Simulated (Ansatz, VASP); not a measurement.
# One calculation of W, two programs

Contents of INCAR:

```
SYSTEM = W
ALGO = Fast
EDIFF = 1E-6
ENCUT = 520
GGA = PS
ISIF = 2
ISMEAR = 0
LASPH = .True.
LCHARG = .False.
LREAL = .False.
LWAVE = .False.
NBANDS = 13
NELM = 100
PREC = Accurate
SIGMA = 0.15
```

Contents of KPOINTS:

```
k-points
0
Gamma
  22 22 22
  0 0 0
```

Contents of POSCAR:

```
W
1.0
    0.0000000000      1.8600084640      2.4180110031
    1.8600084640      0.0000000000      2.4180110031
    1.8600084640      1.8600084640      0.0000000000
W
1
Direct
    0.0000000000      0.0000000000      0.0000000000
```

Input for Ansatz:

```yaml
crystal:
  lattice:
    - [0.0, 1.860008464, 2.4180110031]
    - [1.860008464, 0.0, 2.4180110031]
    - [1.860008464, 1.860008464, 0.0]
  atoms:
    - { symbol: W, position: [0.0, 0.0, 0.0] }
basis:
  ecutwfc: 420
kpoints:
  mp_grid: { grid: [22, 22, 22] }
hamiltonian:
  xc: pbesol
scf:
  occupations: { method: gaussian, width: 0.15 }
output:
  forces: true
  stress: true
  eigenvalues: true
```

Alike in both runs: task single point; functional PBEsol; k mesh 22 × 22 × 22; occupations gaussian, width 0.15 eV; no spin polarisation.

|  | VASP | Ansatz |
| --- | --- | --- |
| version | VASP 6.6.1 | Ansatz 0.2.0 |
| potentials or method | VASP PAW PBE potentials, release 64 (W_sv) | scalar-relativistic, plane waves, PAW |
| plane-wave cutoff (eV) | 520 | 420 |
| valence electrons in the cell | 14 | 14 |

```tsv
	VASP	Ansatz	Ansatz less VASP
gap on the k mesh at the Fermi level (eV)	none	none	-
pressure (GPa)	-9.0	-9.6	-0.60
largest component of the traceless stress (GPa)	13.72	13.34	-0.376
```

A gap of «none» marks a metal or a gap that the smearing closes.

Caveats: the PAW data sets were made with another functional, which shifts forces and pressure a little (VASP). The runs have no spin-orbit coupling, so splittings on W are missing.
